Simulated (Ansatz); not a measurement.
**Diethyl ether (C4H10O): small, medium and large basis sets**

Aim: see how fast density functionals converge with the basis set for diethyl ether (C4H10O).

The runs use Ansatz 0.2.0, Gaussian basis; one geometry, several basis sets.

The runs, in order: PBE0-D4/def2-SVP; ωB97M-V/def2-SVP; PBE0-D4/def2-QZVPP; ωB97M-V/def2-QZVPP; the functionals' def2-TZVPP values are taken from earlier runs.

## (1) The relaxed structure

The geometry comes from an earlier relaxation with PBE0-D4 in a triple-zeta def2 set; it is a stationary point, not always the lowest conformer.

SMILES `CCOCC`, 15 atoms, charge 0, spin multiplicity 1.

Atoms are counted from 1 here; the program's logs count them from 0.

Bond lengths: C1–C2 1.508 Å, C1–H6 1.092 Å, C1–H7 1.092 Å, C1–H8 1.092 Å, C2–O3 1.406 Å, C2–H9 1.099 Å, C2–H10 1.102 Å, O3–C4 1.407 Å, C4–C5 1.516 Å, C4–H11 1.093 Å, C4–H12 1.101 Å, C5–H13 1.092 Å, C5–H14 1.092 Å, C5–H15 1.093 Å. Angles: C2–C1–H6 110.5°, C2–C1–H7 110.4°, C2–C1–H8 110.6°, H6–C1–H7 108.4°, H6–C1–H8 108.2°, H7–C1–H8 108.6°, C1–C2–O3 108.5°, C1–C2–H9 110.0°, C1–C2–H10 110.6°, O3–C2–H9 111.0°, O3–C2–H10 109.7°, H9–C2–H10 107.1°, C2–O3–C4 114.3°, O3–C4–C5 113.9°, O3–C4–H11 105.5°, O3–C4–H12 109.8°, C5–C4–H11 109.8°, C5–C4–H12 110.2° and more.

## (2) PBE0-D4 in def2-SVP

in.yaml reads:

```yaml
crystal:
  periodic: [false, false, false]
  atoms:
    - {symbol: C, position_ang: [-0.139550, 1.566247, -1.742920]}
    - {symbol: C, position_ang: [0.265895, 0.398138, -0.880097]}
    - {symbol: O, position_ang: [-0.808626, 0.074552, -0.032857]}
    - {symbol: C, position_ang: [-0.609875, -1.088149, 0.734541]}
    - {symbol: C, position_ang: [0.363596, -0.906517, 1.882816]}
    - {symbol: H, position_ang: [-0.385659, 2.431292, -1.123876]}
    - {symbol: H, position_ang: [0.674877, 1.843663, -2.415816]}
    - {symbol: H, position_ang: [-1.016325, 1.314600, -2.342736]}
    - {symbol: H, position_ang: [1.162567, 0.653671, -0.297743]}
    - {symbol: H, position_ang: [0.521899, -0.473169, -1.503985]}
    - {symbol: H, position_ang: [-1.595948, -1.354457, 1.123615]}
    - {symbol: H, position_ang: [-0.279819, -1.912542, 0.083538]}
    - {symbol: H, position_ang: [0.047328, -0.079746, 2.522620]}
    - {symbol: H, position_ang: [1.377892, -0.702917, 1.533384]}
    - {symbol: H, position_ang: [0.399750, -1.815462, 2.488717]}
basis:
  gaussian: {orbitals: def2-SVP}
hamiltonian: {xc: pbe0, dispersion: d4}
output: {orbitals: {seedname: orbitals}}
```

Started as:

```console
> ansatz run in.yaml --threads 4 --pin off --events-out ev --progress --plain --max-ram 10444MiB
```

Further steps of the session: ωB97M-V in def2-SVP; PBE0-D4 in def2-QZVPP; ωB97M-V in def2-QZVPP.

Q: Predict the results of all the runs planned. Wanted: PBE0-D4: double and triple zeta above quadruple; ωB97M-V: double and triple zeta above quadruple.

**Answer**, as computed:

```
                                       quantity          value
PBE0-D4: double and triple zeta above quadruple  7.49, 0.36 eV
ωB97M-V: double and triple zeta above quadruple  7.87, 0.36 eV
```

PBE0-D4 gains 7.13 eV from double to triple zeta, then 0.36 eV more. Total energies overstate the basis error of differences, where much of it tends to cancel. The LUMO of ωB97M-V is positive and keeps falling with the basis (3.60 to 1.98 eV): an unbound level that the basis holds in place.
